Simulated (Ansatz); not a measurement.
# TaN/AlN/HfN: conductance against the thickness of the layer

Aim: the conductance of TaN/AlN/HfN junctions as the barrier thickens. The lower electrode is TaN rock salt(111), the upper one HfN rock salt(111); the barrier is AlN wurtzite(0001) (whole bilayers). In the first transport cell, after relaxation, the nearest pair of electrode and barrier is Ta–N at 2.08 Å, along the normal, at the lower face and Hf–Al at 3.02 Å, at a slant, at the upper one. All share a net of side 3.128 Å, which strains the lower electrode by +0.1 %, the upper one by -2.4 % and the barrier by -0.1 %, against typed lattice constants near PBE's. The first steps treat the bulk electrodes alone.

Main program and level: Ansatz 0.2.0; PBE DFT, plane waves, PAW files, in the first sound run; inputs show where later runs differ.

**1. Starting point**

Symmetry: Fm-3m, No. 225, cubic system. Conventional cell: a = 4.422 Å, b = 4.422 Å, c = 4.422 Å, α = 90.00°, β = 90.00°, γ = 90.00°. Nearest to Ta lie 6 N at 2.21 Å. Nearest to N lie 6 Ta at 2.21 Å. Farther neighbours and most contacts between anions are not listed. That group holds within 0.01 Å; judged at 0.001 Å it is R-3m (No. 166).

**2. The strained electrode, electrode TaN rock salt(111)**

The electrode is held to the junction's net and relaxed along the normal; its spacing is used for the ideal lead layers.

input.yaml reads:

```yaml
crystal:
  lattice:
    - [3.128, 0.0, 0.0]
    - [-1.564, 2.708927463, 0.0]
    - [0.0, 0.0, 7.6512270273]
  atoms:
    - { symbol: Ta, position: [0.0, 0.0, 0.0] }
    - { symbol: "N", position: [0.3333333333, 0.6666666667, 0.1666666667] }
    - { symbol: Ta, position: [0.6666666667, 0.3333333333, 0.3333333333] }
    - { symbol: "N", position: [0.0, 0.0, 0.5] }
    - { symbol: Ta, position: [0.3333333333, 0.6666666667, 0.6666666667] }
    - { symbol: "N", position: [0.6666666667, 0.3333333333, 0.8333333333] }
kpoints:
  mp_grid: { grid: [12, 12, 4] }
scf:
  occupations: { method: fermi_dirac, width: 0.1 }
  max_iter: 150
hamiltonian:
  xc: pbe
relax:
  f_tol: 0.01
  max_steps: 40
  cell: { fix: [a, b, angles] }
```

Run with:

```sh
$ ansatz run input.yaml --threads 4 --pin off --max-ram 12288MiB --backend cpu --events-out ev --progress --plain --runs-dir out
```

Numbers of over 12 decimals in the logs are rounded to 6 here.

The log of the run:

```text
Engine: ansatz 0.2.0, aarch64-unknown-linux-gnu
Pseudopotentials: kind: paw
Pseudopotential: Ta, paw, valence charge 13, recommended cutoff 420 eV (normal), Ta.paw.azcp
Pseudopotential: N, paw, valence charge 5, recommended cutoff 420 eV (normal), N.paw.azcp
Functional definition: PBE
  parameter kappa = 0.804
  parameter beta = 0.066725
  exchange = pbe_x(kappa = kappa, mu = beta*pi^2/3)
  correlation = pbe_c(beta = beta)
Crystal: 6 atoms, lattice volume = 64.833 Å³
Basis set: ecut = 420 eV, 1249 PW (Γ), exchange–correlation on 48×48×108 points (8 copies of the dense FFT grid, shifted against one another)
Bands: 33, of which v1, the nominal top of the filled ones, is band 27 counted from 1 (26 counted from 0)
Symmetry: 36 space group operations
Space group: R-3m (ITA 166), of the structure as read, at distance tolerance 4.0e-5 Å
k-points: 69 of 576
Non-local potential: Ta, projectors of the file, l = 0: 3, l = 1: 2, l = 2: 2, l = 3: 1
Non-local potential: N, projectors of the file, l = 0: 2, l = 1: 2, l = 2: 1
PAW form: soft (Blöchl's): semilocal exchange-correlation on the pseudo side does not see the compensation charge
PAW one-centre angular grid: Ta, 590 points (default); XC on 64 Gauss nodes
PAW one-centre angular grid: N, 110 points (default); XC on 64 Gauss nodes
Initial density: superposition of atomic densities (neutral atoms: chi_scale 0, normalization atom), corrected by the library's trained network
Initial wavefunctions: pseudopotential atomic-orbital guess
Functional: x = pbe(κ = 0.804, μ = 0.219515), c = pbe(β = 0.066725)
SCF iter   1: F=—  HF=-30953.796532 eV  |F-HF|=—  |Δ(HF+E_count)|=         —  Δρ=1.75e-3  dr2=9.36e-4  ethr=1.77e-3  ⟨swp⟩=5.5  Hψ=20063  notcnv=0  defer=12
automatic band count: the SCF goes on with 39 bands, as 33 were too few: the levels above may hold too much charge
preconditioner: auto → Kerker (q_TF=auto, 2.646 Å⁻¹)  [metal: Δε(μ)=0.019 eV  Ē_g=10.852 eV  σ=0.100 eV  W_gap=0.05  n_scr=24 (ndim 8)  ℏωp=25.3 eV  f_vac=0.000  D(μ)=2.42/eV (n_scr^D=24)]
SCF iter   2: F=—  HF=-30953.796491 eV  |F-HF|=—  |Δ(HF+E_count)|=   4.19e-5  Δρ=9.59e-4  dr2=2.14e-4  ethr=1.73e-6  ⟨swp⟩=2.0  Hψ=5112  notcnv=0  defer=11
SCF iter   3: F=—  HF=-30953.796850 eV  |F-HF|=—  |Δ(HF+E_count)|=   3.60e-4  Δρ=1.81e-4  dr2=1.58e-5  ethr=3.96e-7  ⟨swp⟩=2.0  Hψ=3430  notcnv=0  defer=11
SCF iter   4: F=—  HF=-30953.796893 eV  |F-HF|=—  |Δ(HF+E_count)|=   4.31e-5  Δρ=5.29e-5  dr2=1.16e-6  ethr=2.92e-8  ⟨swp⟩=2.1  Hψ=3416  notcnv=0  defer=11
iter 5 did not close the SCF: its close was put off for the readings that it lacked (scf_convergence_deferred on its scf_iter line)
SCF iter   5: F=-30953.796894 eV  HF=-30953.796894 eV  |F-HF|=8.35e-9  |Δ(HF+E_count)|=   2.41e-7  Δρ=6.60e-6  dr2=1.44e-8  ethr=2.15e-9  ⟨swp⟩=2.9  Hψ=4717  notcnv=0  defer=11
SCF iter   6: F=-30953.796894 eV  HF=-30953.796894 eV  |F-HF|=1.82e-10  |Δ(HF+E_count)|=   1.07e-8  Δρ=1.04e-6  dr2=2.63e-10  ethr=2.66e-11  ⟨swp⟩=2.0  Hψ=7769  notcnv=0
SCF 1 converged in 6 iterations: F = -30953.796894 eV  dr2 = 2.63e-10
  greatest PAW one-centre occupation: 0.999 electrons in one spin orbital (limit 2), on the Ta atom at site 4 (counted from 0), in its partial waves of l = 0
relax step   1: F+E_penalty+E_count = -30953.79689360 eV  Δ(F+E_penalty+E_count) = +0.000e0 eV  max|allowed force component| = 1.504e-26 eV/Å  Δτ_max = 0.0000 Å  P = -0.919 GPa  Ω = 64.833 Å³  fix = [a, b, alpha, beta, gamma]  reactions: a -0.743, b -0.743 GPa  (6 SCF iters, dr2 threshold 1.00e-7 eV, accepted)
Crystal: 6 atoms, lattice volume = 64.562 Å³
Bands: 39, of which v1, the nominal top of the filled ones, is band 27 counted from 1 (26 counted from 0)
Initial density: handed on by an earlier stage of this run
Initial wavefunctions: those handed on with the density
iter 1 solved again at ethr=8.87e-7 eV; its pass at ethr=3.10e-3 eV (dr2=4.79e-4 eV) is discarded
SCF iter   1: F=—  HF=-30953.798454 eV  |F-HF|=—  |Δ(HF+E_count)|=         —  Δρ=8.79e-4  dr2=5.02e-4  ethr=8.87e-7  ⟨swp⟩=2.5  Hψ=11521  notcnv=0
preconditioner: auto → Kerker (q_TF=auto, 2.648 Å⁻¹)  [metal: Δε(μ)=0.027 eV  Ē_g=10.904 eV  σ=0.100 eV  W_gap=0.07  n_scr=24 (ndim 8)  ℏωp=25.3 eV  f_vac=0.000  D(μ)=2.39/eV (n_scr^D=24)]
SCF iter   2: F=—  HF=-30953.798406 eV  |F-HF|=—  |Δ(HF+E_count)|=   4.77e-5  Δρ=4.26e-4  dr2=1.31e-4  ethr=8.87e-7  ⟨swp⟩=1.6  Hψ=2750  notcnv=0
SCF iter   3: F=—  HF=-30953.798364 eV  |F-HF|=—  |Δ(HF+E_count)|=   4.19e-5  Δρ=8.38e-5  dr2=5.79e-6  ethr=2.42e-7  ⟨swp⟩=2.4  Hψ=3363  notcnv=0
iter 4 did not close the SCF: its close was put off for the readings that it lacked (scf_convergence_deferred on its scf_iter line)
SCF iter   4: F=-30953.798362 eV  HF=-30953.798362 eV  |F-HF|=5.41e-8  |Δ(HF+E_count)|=   1.68e-6  Δρ=1.99e-5  dr2=1.53e-7  ethr=1.07e-8  ⟨swp⟩=2.5  Hψ=3838  notcnv=0
iter 5 did not close the SCF: its close was put off for the readings that it lacked (scf_convergence_deferred on its scf_iter line)
SCF iter   5: F=-30953.798362 eV  HF=-30953.798362 eV  |F-HF|=1.56e-10  |Δ(HF+E_count)|=   5.82e-9  Δρ=2.43e-6  dr2=2.46e-9  ethr=2.83e-10  ⟨swp⟩=2.2  Hψ=3656  notcnv=0
SCF iter   6: F=-30953.798362 eV  HF=-30953.798362 eV  |F-HF|=1.09e-11  |Δ(HF+E_count)|=  4.00e-10  Δρ=2.56e-7  dr2=3.37e-11  ethr=4.56e-12  ⟨swp⟩=1.0  Hψ=6806  notcnv=0
SCF 2 converged in 6 iterations: F = -30953.798362 eV  dr2 = 3.37e-11
relax step   2: F+E_penalty+E_count = -30953.79836236 eV  Δ(F+E_penalty+E_count) = -1.469e-3 eV  max|allowed force component| = 1.089e-26 eV/Å  Δτ_max = 0.0000 Å  P = +0.469 GPa  Ω = 64.562 Å³  energy of the carried Pulay correction = +8.420e-4 eV  fix = [a, b, alpha, beta, gamma]  reactions: a +0.435, b +0.435 GPa  (6 SCF iters, dr2 threshold 6.00e-7 eV, accepted)
Crystal: 6 atoms, lattice volume = 64.643 Å³
iter 1 solved again at ethr=8.06e-8 eV; its pass at ethr=3.10e-3 eV (dr2=4.35e-5 eV) is discarded
SCF iter   1: F=—  HF=-30953.798205 eV  |F-HF|=—  |Δ(HF+E_count)|=         —  Δρ=2.63e-4  dr2=4.53e-5  ethr=8.06e-8  ⟨swp⟩=2.5  Hψ=10847  notcnv=0
preconditioner: auto → Kerker (q_TF=auto, 2.648 Å⁻¹)  [metal: Δε(μ)=0.030 eV  Ē_g=10.888 eV  σ=0.100 eV  W_gap=0.08  n_scr=24 (ndim 8)  ℏωp=25.3 eV  f_vac=0.000  D(μ)=2.40/eV (n_scr^D=24)]
SCF iter   2: F=—  HF=-30953.798249 eV  |F-HF|=—  |Δ(HF+E_count)|=   4.38e-5  Δρ=1.27e-4  dr2=1.17e-5  ethr=8.06e-8  ⟨swp⟩=1.6  Hψ=2763  notcnv=0
iter 3 did not close the SCF: its close was put off for the readings that it lacked (scf_convergence_deferred on its scf_iter line)
SCF iter   3: F=-30953.798245 eV  HF=-30953.798245 eV  |F-HF|=2.87e-7  |Δ(HF+E_count)|=   3.75e-6  Δρ=2.55e-5  dr2=5.38e-7  ethr=2.16e-8  ⟨swp⟩=2.5  Hψ=3420  notcnv=0
iter 4 did not close the SCF: its close was put off for the readings that it lacked (scf_convergence_deferred on its scf_iter line)
SCF iter   4: F=-30953.798245 eV  HF=-30953.798245 eV  |F-HF|=5.49e-9  |Δ(HF+E_count)|=   1.55e-7  Δρ=6.11e-6  dr2=1.46e-8  ethr=9.97e-10  ⟨swp⟩=2.4  Hψ=3763  notcnv=0
iter 5 did not close the SCF: its close was put off for the readings that it lacked (scf_convergence_deferred on its scf_iter line)
SCF iter   5: F=-30953.798245 eV  HF=-30953.798245 eV  |F-HF|=1.82e-11  |Δ(HF+E_count)|=  7.35e-10  Δρ=7.44e-7  dr2=2.37e-10  ethr=2.70e-11  ⟨swp⟩=2.2  Hψ=3666  notcnv=0
SCF iter   6: F=-30953.798245 eV  HF=-30953.798245 eV  |F-HF|=3.64e-12  |Δ(HF+E_count)|=  5.09e-11  Δρ=7.64e-8  dr2=2.58e-12  ethr=1.00e-12  ⟨swp⟩=1.0  Hψ=6132  notcnv=0
SCF 3 converged in 6 iterations: F = -30953.798245 eV  dr2 = 2.58e-12
relax step   3: F+E_penalty+E_count = -30953.79824478 eV  Δ(F+E_penalty+E_count) = +1.176e-4 eV  max|allowed force component| = 8.145e-27 eV/Å  Δτ_max = 0.0000 Å  P = +0.053 GPa  Ω = 64.643 Å³  energy of the carried Pulay correction = +5.914e-4 eV  fix = [a, b, alpha, beta, gamma]  reactions: a +0.083, b +0.083 GPa  (6 SCF iters, dr2 threshold 6.00e-7 eV, accepted)
Initial wavefunctions: pseudopotential atomic-orbital guess (no wavefunctions were taken with the density)
iter 1 solved again at ethr=5.22e-8 eV; its pass at ethr=3.10e-3 eV (dr2=2.82e-5 eV) is discarded
SCF iter   1: F=—  HF=-30953.797681 eV  |F-HF|=—  |Δ(HF+E_count)|=         —  Δρ=1.83e-5  dr2=2.87e-8  ethr=5.22e-8  ⟨swp⟩=3.1  Hψ=17371  notcnv=0
preconditioner: auto → Kerker (q_TF=auto, 2.648 Å⁻¹)  [metal: Δε(μ)=0.031 eV  Ē_g=10.889 eV  σ=0.100 eV  W_gap=0.08  n_scr=24 (ndim 8)  ℏωp=25.3 eV  f_vac=0.000  D(μ)=2.40/eV (n_scr^D=24)]
SCF iter   2: F=—  HF=-30953.797733 eV  |F-HF|=—  |Δ(HF+E_count)|=   5.22e-5  Δρ=9.84e-6  dr2=6.96e-9  ethr=5.32e-11  ⟨swp⟩=2.1  Hψ=4656  notcnv=0
SCF iter   3: F=—  HF=-30953.797733 eV  |F-HF|=—  |Δ(HF+E_count)|=   2.24e-8  Δρ=8.77e-7  dr2=1.73e-10  ethr=1.29e-11  ⟨swp⟩=2.0  Hψ=3728  notcnv=0
iter 4 did not close the SCF: its close was put off for the readings that it lacked (scf_convergence_deferred on its scf_iter line)
SCF iter   4: F=-30953.797733 eV  HF=-30953.797733 eV  |F-HF|=2.18e-11  |Δ(HF+E_count)|=  1.31e-10  Δρ=1.54e-7  dr2=3.08e-12  ethr=1.00e-12  ⟨swp⟩=1.5  Hψ=3056  notcnv=0
iter 5 did not close the SCF: its close was put off for the readings that it lacked (scf_convergence_deferred on its scf_iter line)
SCF iter   5: F=-30953.797733 eV  HF=-30953.797733 eV  |F-HF|=0.00e0  |Δ(HF+E_count)|=  3.64e-12  Δρ=2.68e-8  dr2=2.64e-13  ethr=1.00e-12  ⟨swp⟩=1.0  Hψ=2691  notcnv=0
iter 6 did not close the SCF: its close was put off for the readings that it lacked (scf_convergence_deferred on its scf_iter line)
SCF iter   6: F=-30953.797733 eV  HF=-30953.797733 eV  |F-HF|=1.46e-11  |Δ(HF+E_count)|=  7.28e-12  Δρ=4.43e-9  dr2=1.08e-14  ethr=1.00e-12  ⟨swp⟩=1.0  Hψ=2691  notcnv=0
iter 7 did not close the SCF: its close was put off for the readings that it lacked (scf_convergence_deferred on its scf_iter line)
SCF iter   7: F=-30953.797733 eV  HF=-30953.797733 eV  |F-HF|=1.09e-11  |Δ(HF+E_count)|=  1.82e-11  Δρ=1.52e-9  dr2=7.63e-16  ethr=1.00e-12  ⟨swp⟩=1.0  Hψ=2691  notcnv=0
SCF iter   8: F=-30953.797733 eV  HF=-30953.797733 eV  |F-HF|=7.28e-12  |Δ(HF+E_count)|=  1.46e-11  Δρ=3.28e-10  dr2=6.27e-17  ethr=1.00e-12  ⟨swp⟩=1.0  Hψ=5658  notcnv=0
SCF 4 converged in 8 iterations: F = -30953.797733 eV  dr2 = 6.27e-17
relax step   4: F+E_penalty+E_count = -30953.79773335 eV  Δ(F+E_penalty+E_count) = +5.114e-4 eV  max|allowed force component| = 3.462e-28 eV/Å  Δτ_max = 0.0000 Å  P = +0.040 GPa  Ω = 64.643 Å³  fix = [a, b, alpha, beta, gamma]  reactions: a +0.075, b +0.075 GPa  stress off target by 3.18e-2 GPa on what of the cell is left free  SCF on the basis re-selected at this cell (its energy is not comparable with the rows above)  (8 SCF iters)
basis re-selected at this cell: Δ(F+E_penalty+E_count) = +5.114e-4 eV, ΔP = -0.014 GPa vs the last step (what re-selecting the basis moved, of the pressure what is left beyond the Pulay correction that the steps carried, after the strain that the cell walked since its last selection, with what the two solves' SCF thresholds leave and, on support functions, any second-order correction that the steps lacked; it is no m [...]
SCF converged after 8 iterations
Free energy (F): -30953.797733 eV
Harris-Foulkes:  -30953.797733 eV  (|F-HF|=7.28e-12)
Internal energy: -30953.717676 eV  (E = F + TS)
E sigma→0 (E₀):  -30953.757705 eV
Entropy (-TS):   -0.080057 eV (-13.343 meV/atom)
Fermi energy:    21.389311 eV
--- Per-component energies (eV) ---
  E_band       = -147.513509
  E_kinetic    = 1501.255938
  E_local      = -1776.574481  (includes V_loc(G=0)·N_el)
  E_nonlocal   = 179.459521
  E_hartree    = 596.686182
  E_xc         = -839.869179
  E_vxc        = -847.266746  (∫ρ·V_xc dr)
  E_paw        = -25572.674699  (= ΣΔE_a)
  E_vpaw       = -397.760572  (= ΣTr[D̂ρ^β])
  E_aug_tail   = 0.000468  (compensation charges beyond the density's cutoff)
  E_ewald      = -5042.001425
  E_smearing   = -0.080057  (= −TS)
  E_closure    = -0.000000  (closes the sum)
  Σ components = -30953.797733   (vs F -30953.797733, Δ=0.00e0)
--- Forces (eV/Å), atoms counted from 1 ---
  atom   1  Ta    -0.00000000     0.00000000     0.00000000
  atom   2  N      0.00000000     0.00000000     0.00000000
  atom   3  Ta     0.00000000    -0.00000000    -0.00000000
  atom   4  N      0.00000000     0.00000000     0.00000000
  atom   5  Ta     0.00000000    -0.00000000     0.00000000
  atom   6  N     -0.00000000    -0.00000000     0.00000000
  max |Σ_I F_I| component: 9.17e-29 eV/Å
--- Stress (GPa, compression-positive) ---
        0.075246       0.000000      -0.000000
       -0.000000       0.075246       0.000000
       -0.000000       0.000000      -0.031810
  P = ⅓ Tr σ = 0.0396 GPa (0.396 kbar)
--- Relaxed structure (3 steps of the walk, 3 accepted, 1 SCFs on fresh bases) ---
  F+E_penalty+E_count = -30953.79773335 eV   max|allowed force component| = 3.462e-28 eV/Å   (the final SCF, on the basis selected at the relaxed cell)
  cell:  # Å, volume = 64.6428 Å³
    - [3.128000, 0, 0]
    - [-1.564000, 2.708927, 0]
    - [0, 0, 7.628800]
  atoms:
    - { symbol: Ta, position: [0, 0, 0] }
    - { symbol: N, position: [0.333333, 0.666667, 0.166667] }
    - { symbol: Ta, position: [0.666667, 0.333333, 0.333333] }
    - { symbol: N, position: [0, 0, 0.500000] }
    - { symbol: Ta, position: [0.333333, 0.666667, 0.666667] }
    - { symbol: N, position: [0.666667, 0.333333, 0.833333] }
```

It took 8.4 s on 4 threads of Arm Neoverse V1, shared host; peak memory 0.47 GiB; 30 s of CPU time.

Step by step:

| step | energy less that of the first step (eV) | largest force component (eV/Å) | pressure (GPa) | volume (Å³) |
| --- | --- | --- | --- | --- |
| 1 | 0.0000 | 0.0000 | -0.92 | 64.83 |
| 2 | -0.0015 | 0.0000 | 0.47 | 64.56 |
| 3 | -0.0014 | 0.0000 | 0.05 | 64.64 |
| 4* | -0.0008 | 0.0000 | 0.04 | 64.64 |

Relaxation steps marked * repeat the geometry before them on a plane-wave basis chosen anew for their cell, so energy and pressure can jump there.

The run keeps the 36 symmetry operations that it works with, so distortions that break them were not tested.

| cell as run | before | after | change |
| --- | --- | --- | --- |
| a (Å) | 3.128 | 3.128 | -0.0 % |
| b (Å) | 3.128 | 3.128 | -0.0 % |
| c (Å) | 7.651 | 7.629 | -0.3 % |
| volume (Å³/atom) | 10.81 | 10.77 | -0.3 % |

The relaxed structure:

```xyz
6
Lattice="3.1280 0.0000 0.0000 -1.5640 2.7089 0.0000 0.0000 0.0000 7.6288" Properties=species:S:1:pos:R:3 pbc="T T T"
Ta    0.0000    0.0000    0.0000
N     0.0000    1.8060    1.2715
Ta    1.5640    0.9030    2.5429
N     0.0000    0.0000    3.8144
Ta    0.0000    1.8060    5.0859
N     1.5640    0.9030    6.3573
```

This step gave:

```
free energy  : -30953.7977 eV
Fermi energy : 21.39 eV
pressure     : 0.03956 GPa
```

The cell shrank by 0.3 % in volume.

(Part 1 of 7 ends here.)

[Logs are printed without paths, hosts, clocks, repeated set-up lines and the standing remarks that a program may print on its own settings, such as how far it seeks lower states.]

[Hosts, paths, dates, database ids (printed as entryN), source tags and the programs' standing remarks are cut or masked in the printed files.]
